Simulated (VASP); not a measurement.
Wanted: the native input for a VASP 6.6.1 run.

```
Task                   : relaxation of cell and atoms
Functional             : PBE
Potentials or basis    : VASP PAW PBE potentials, release 64 (Si, C)
Cutoff                 : 600 eV
k mesh                 : 10 × 10 × 10
Occupations            : gaussian, width 0.03 eV
Spin                   : no spin polarisation
Further INCAR settings : ALGO = Normal; EDIFF = 1e-06; IBRION = 2; EDIFFG = -0.01; NSW = 90; ISIF = 3
```

The structure of SiC (Moissanite 3C) lies in POSCAR:

```
SiC
1.0
    0.0000000000      2.1790000000      2.1790000000
    2.1790000000      0.0000000000      2.1790000000
    2.1790000000      2.1790000000      0.0000000000
Si C
1 1
Direct
    0.0000000000      0.0000000000      0.0000000000
    0.2500000000      0.2500000000      0.2500000000
```

One way to write it, as run:

INCAR

```
SYSTEM = SiC
  ALGO = Normal
  EDIFF = 1E-6
  EDIFFG = -0.01
  ENCUT = 600
  GGA = PE
  IBRION = 2
  ISIF = 3
  ISMEAR = 0
  LASPH = .TRUE.
  LCHARG = .FALSE.
  LREAL = .FALSE.
  LWAVE = .FALSE.
  NELM = 80
  NSW = 90
  PREC = Accurate
  SIGMA = 0.03
```

KPOINTS

```
k-points
0
G
  10 10 10
  0 0 0
```

Potentials or basis: VASP PAW PBE potentials, release 64 (Si, C).

The run is started by

```bash
$ cat potpaw_PBE.64/Si/POTCAR potpaw_PBE.64/C/POTCAR > POTCAR
$ mpirun -np 1 vasp_std > vasp.out
```

Results of the run:

| Property | Result |
| --- | --- |
| Relaxed volume | 10.49 Å³/atom |
| Relaxed cell | a = 3.096 Å, b = 3.096 Å, c = 3.096 Å, α = 60.00°, β = 60.00°, γ = 60.00° |
| Space group after relaxing (to 0.05 Å) | F-43m (No. 216) |
| Energy gained by relaxing | 1.4 meV/atom |
| Ionic steps | 3 |
| Pressure after relaxing | 0.0 GPa |
| Band gap on the k mesh | 1.37 eV, indirect (least direct gap 4.53 eV) |

Wall time 10 s on 1 thread of Intel(R) Xeon(R) 6975P-C (Granite Rapids), on a shared host, peak memory 0.15 GiB.
